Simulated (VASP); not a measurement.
VASP 6.6.1 run: CaO

INCAR

```
ISIF = 2
NELM = 80
METAGGA = MS2
EDIFF = 1E-7
LREAL = .FALSE.
IBRION = -1
MAGMOM = 2 2
ISPIN = 2
SIGMA = 0.02
LCHARG = .FALSE.
PREC = Accurate
ISMEAR = -1
LASPH = .TRUE.
NBANDS = 15
LWAVE = .FALSE.
NSW = 0
ENCUT = 520
```

KPOINTS

```
KPOINTS created by Atomic Simulation Environment
0
Gamma
10 10 10
0 0 0
```

POSCAR

```
Ca O
 1.0000000000000000
    -0.0193002784750000    2.3975501188249999    2.3975501188247987
     2.3975501188249999   -0.0193002784750000    2.3975501188247987
     2.3782498404000001    2.3782498404000001    0.0000000000495975
 Ca  O
   1   1
Cartesian
  0.0000000000000000  0.0000000000000000  0.0000000000000000
  2.3782498403750001  2.3782498403750001  2.3975501188495976
```

The recommended PBE PAW datasets give the neutral cell 16 valence electrons.

Command

```
mpirun -np 1 vasp_std
```

OSZICAR

```
N       E                     dE             d eps       ncg     rms          rms(c)
DAV:   1     0.107355962778E+03    0.10736E+03   -0.83571E+03 10260   0.105E+03
DAV:   2    -0.233780763561E+02   -0.13073E+03   -0.12225E+03 12872   0.285E+02
DAV:   3    -0.285285882050E+02   -0.51505E+01   -0.50724E+01 13243   0.583E+01
DAV:   4    -0.286407875039E+02   -0.11220E+00   -0.11207E+00 11238   0.837E+00
DAV:   5    -0.286430395425E+02   -0.22520E-02   -0.22519E-02 12390   0.962E-01    0.161E+01
DAV:   6    -0.200400054565E+02    0.86030E+01   -0.13784E+01 13017   0.348E+01    0.638E+00
DAV:   7    -0.204689618221E+02   -0.42896E+00   -0.35346E+00 15001   0.149E+01    0.344E+00
DAV:   8    -0.204779893476E+02   -0.90275E-02   -0.31366E-01 13476   0.542E+00    0.196E+00
DAV:   9    -0.204875827995E+02   -0.95935E-02   -0.25584E-01 13506   0.457E+00    0.617E-01
DAV:  10    -0.205177878014E+02   -0.30205E-01   -0.13271E-01 14116   0.319E+00    0.230E-01
DAV:  11    -0.205186198703E+02   -0.83207E-03   -0.64209E-03 12985   0.785E-01    0.785E-02
DAV:  12    -0.205191185678E+02   -0.49870E-03   -0.10045E-03 15389   0.238E-01    0.450E-02
DAV:  13    -0.205193243372E+02   -0.20577E-03   -0.45575E-04 15280   0.168E-01    0.302E-02
DAV:  14    -0.205193461591E+02   -0.21822E-04   -0.60166E-05 14186   0.691E-02    0.151E-02
DAV:  15    -0.205193448566E+02    0.13025E-05   -0.42611E-05 15212   0.574E-02    0.741E-03
DAV:  16    -0.205193401032E+02    0.47534E-05   -0.31055E-06 14046   0.152E-02    0.471E-03
DAV:  17    -0.205193369035E+02    0.31998E-05   -0.95038E-07 15259   0.840E-03    0.118E-03
DAV:  18    -0.205193367118E+02    0.19168E-06   -0.80770E-08  9673   0.276E-03    0.461E-04
DAV:  19    -0.205193374450E+02   -0.73319E-06   -0.22000E-08  9253   0.168E-03    0.244E-04
DAV:  20    -0.205193371748E+02    0.27020E-06   -0.60908E-09  6222   0.719E-04    0.531E-05
DAV:  21    -0.205193371472E+02    0.27552E-07   -0.10294E-09  5452   0.291E-04
   1 F= -.20519337E+02 E0= -.20519337E+02  d E =-.297429E-11  mag=     0.0000
```

Standard output (part)

```
POSCAR found type information on POSCAR CaO
 POSCAR found :  2 types and       2 ions
 LDA part: xc-table for (None), standard interpolation
 POSCAR, INCAR and KPOINTS ok, starting setup
 WAVECAR not read
 entering main loop
```

It converged. Results: pressure 1.8 GPa; magnetic moment of the cell 0.00 μB.

For comparison, a separate PBE run of the intended cell, on usual settings and not on those above, gives a gap of 3.60 eV on its mesh and a pressure of 3.1 GPa.

The run above took about 14 min on one core of a shared host (Intel Xeon Platinum 8488C) and held 0.27 GiB at most.
